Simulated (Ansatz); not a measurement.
The system is InSe.

```
In Se
1.0
     4.04733    0.00000    0.00000
    -2.02366    3.50509    0.00000
     0.00000    0.00000   18.05206
In Se
4 4
Direct
  0.33333 0.66667 0.07739
  0.33333 0.66667 0.92261
  0.00000 0.00000 0.42261
  0.00000 0.00000 0.57739
  0.33333 0.66667 0.35298
  0.33333 0.66667 0.64702
  0.66667 0.33333 0.14700
  0.66667 0.33333 0.85300
```

Measurements of this composition are mostly on another form, of space group No. 160.

Base run:

```yaml
Program: Ansatz 0.2.0
Functional: LDA
Potentials_or_basis: Ansatz PAW
Cutoff: "420 eV (not typed: the program's choice for these potentials)"
k_mesh: 6 × 6 × 2
Occupations: fermi-dirac, width 0.05 eV
Spin: no spin polarisation
```

Its results: band gap on the k mesh 0.50 eV, direct; pressure -2.3 GPa; largest force 0.154 eV/Å.

Q: The run is repeated on the same cell with these changes: functional from LDA to BLYP. What comes out?

A: Band gap on the k mesh 0.65 eV, direct; pressure 3.9 GPa; largest force 0.442 eV/Å.

BLYP binds less tightly than LDA, so the same cell stands under more pressure.

Caveats: spin-orbit coupling is left out, which moves the levels of the heavy elements; the PAW data sets come from PBE, with cores solved anew for the run's functional, which leaves a small shift of forces and pressure; this functional lacks dispersion, which binds the layers, so the pressure and a relaxed spacing across them are unreliable (some runs).
